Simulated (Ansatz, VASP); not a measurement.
One calculation of NaH, two programs

Contents of POSCAR:

```
NaH
1.0
    3.0112725299      0.0000000000      0.0000000000
    0.0000000000      3.0112725299      0.0000000000
    0.0000000000      0.0000000000      2.9563011525
Na H
1 1
Direct
    0.0000000000      0.0000000000      0.0000000000
    0.5000000000      0.5000000000      0.5000000000
```

File INCAR.step1:

```
PREC = Accurate
ENCUT = 520
ISMEAR = 0
SIGMA = 0.01
LREAL = F
LASPH = T
NELM = 80
NBANDS = 11
GGA = PE
ALGO = Normal
EDIFF = 1E-4
LWAVE = T
LCHARG = F
```

File INCAR.step2:

```
PREC = Accurate
ENCUT = 520
EDIFF = 1E-6
ISMEAR = 0
SIGMA = 0.01
LREAL = F
LASPH = T
NELM = 80
ALGO = Normal
ISIF = 2
LWAVE = F
LCHARG = F
METAGGA = R2SCAN
LMIXTAU = T
NBANDS = 11
ISTART = 1
```

KPOINTS

```
Automatic mesh
0
Gamma
  8 8 8
```

Input for Ansatz:

```yaml
crystal:
  lattice:
    - [3.0112725299, 0.0, 0.0]
    - [0.0, 3.0112725299, 0.0]
    - [0.0, 0.0, 2.9563011525]
  atoms:
    - { symbol: Na, position: [0.0, 0.0, 0.0] }
    - { symbol: H, position: [0.5, 0.5, 0.5] }
kpoints:
  mp_grid: { grid: [8, 8, 8] }
  band_path:
    path: [[0.0, 0.0, 0.0], [0.0, 0.5, 0.0], [0.5, 0.5, 0.0], [0.5, 0.5, 0.5]]
    npoints: 1
hamiltonian:
  xc: r2scan
scf:
  occupations: { method: fixed }
  n_extra_bands: 4
output:
  forces: true
  stress: true
  eigenvalues: true
```

Change from the starting cell: epitaxial_xy strain +2.7%.

Alike in both runs: task single point; functional r2SCAN; k mesh 8 × 8 × 8; no spin polarisation.

```csv
,VASP,Ansatz
version,VASP 6.6.1,Ansatz 0.2.0
potentials or method,"VASP PAW PBE potentials, release 64 (Na_pv, H)","plane waves, PAW"
plane-wave cutoff (eV),520,500
occupations,"gaussian, width 0.01 eV",fixed
valence electrons in the cell,8,10
```

|  | VASP | Ansatz | Ansatz less VASP |
| --- | --- | --- | --- |
| gap on the k mesh at the Fermi level (eV) | 1.54 | 1.53 | -0.011 |
| pressure (GPa) | -1.6 | -1.4 | +0.28 |
| largest component of the traceless stress (GPa) | 1.35 | 1.37 | +0.027 |

The two sets of potentials don't hold the same shells in valence.

Caveats: the PAW data sets were made with another functional, which shifts forces and pressure a little (VASP). A k mesh can miss the band edges.
